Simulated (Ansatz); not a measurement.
InN: pressure 1.5 GPa

Start from InN in the wurtzite structure (space group P6_3mc, No. 186; a = 3.547 Å, c = 5.723 Å).

The change: a hydrostatic pressure of 1.5 GPa.

All numbers come from DFT with r2SCAN, PAW potentials and a 500 eV plane-wave cutoff in Ansatz (an electronic-structure program), no SOC. k-mesh 11×11×6 (Γ-centred); smearing 0.05 eV (Fermi–Dirac).

The volume per atom decreases by 0.16 Å³ to 15.43 Å³ and the lattice parameter a drops by 0.0119 Å, from 3.547 Å to 3.536 Å. The c/a ratio stays 1.613 and the shortest interatomic distance shrinks by 0.007 Å to 2.154 Å. The enthalpy H = E + PV relative to the base's energy amounts to +0.15 eV/atom and the band gap rises by 0.029 eV to 0.09 eV (uncertain: the Fermi level lies in a band; both cells).

Cost of the whole job for the changed cell (relaxation, final SCF and bands): very roughly 60 core-seconds.

Load acts through the strain it causes; cell and atoms are relaxed under it. Whether these cells are dynamically stable was not tested. A zero or small gap of InN can be the functional's error rather than a property of the material.
